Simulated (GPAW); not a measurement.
GaSb:

```
Sb Ga
1.0
     0.00000    3.05900    3.05900
     3.05900    0.00000    3.05900
     3.05900    3.05900    0.00000
Sb Ga
1 1
Cartesian
  4.5885 4.5885 4.5885
  0.0000 0.0000 0.0000
```

* Program: GPAW 26.7.0
* Task: relaxation of cell and atoms
* Functional: PBE
* Potentials or basis: GPAW PAW data sets (gpaw-data 1.2.1)
* Cutoff: 600 eV
* Basis: pw
* k mesh: 8 × 8 × 8
* Occupations: fermi-dirac, width 0.05 eV
* Spin: no spin polarisation

At the start: pressure 2.3 GPa; volume 28.62 Å³/atom.

Task: Where does the relaxation end?

Result: Over 3 steps the energy falls by 9.7 meV/atom and the volume is 29.94 Å³/atom (+4.6 %); space group F-43m (No. 216, to 0.05 Å).

Step by step:
| step | energy change (eV) | largest force (eV/Å) | pressure (GPa) | volume (Å³) |
| --- | --- | --- | --- | --- |
| 1 | 0.0000 | 0.0000 | 2.35 | 57.25 |
| 2 | -0.0068 | 0.0000 | 1.86 | 57.77 |
| 3 | -0.0194 | 0.0000 | 0.07 | 59.88 |

Final structure:
```cif
data_structure
_symmetry_space_group_name_H-M 'P 1'
_symmetry_Int_Tables_number 1
_cell_length_a 4.3913
_cell_length_b 4.3913
_cell_length_c 4.3913
_cell_angle_alpha 60.000
_cell_angle_beta 60.000
_cell_angle_gamma 60.000
_cell_volume 59.88
loop_
_atom_site_label
_atom_site_type_symbol
_atom_site_fract_x
_atom_site_fract_y
_atom_site_fract_z
_atom_site_occupancy
Sb1 Sb 0.75000 0.75000 0.75000 1
Ga1 Ga 0.00000 0.00000 0.00000 1
```

Caveat: later steps reuse the first step's grids.
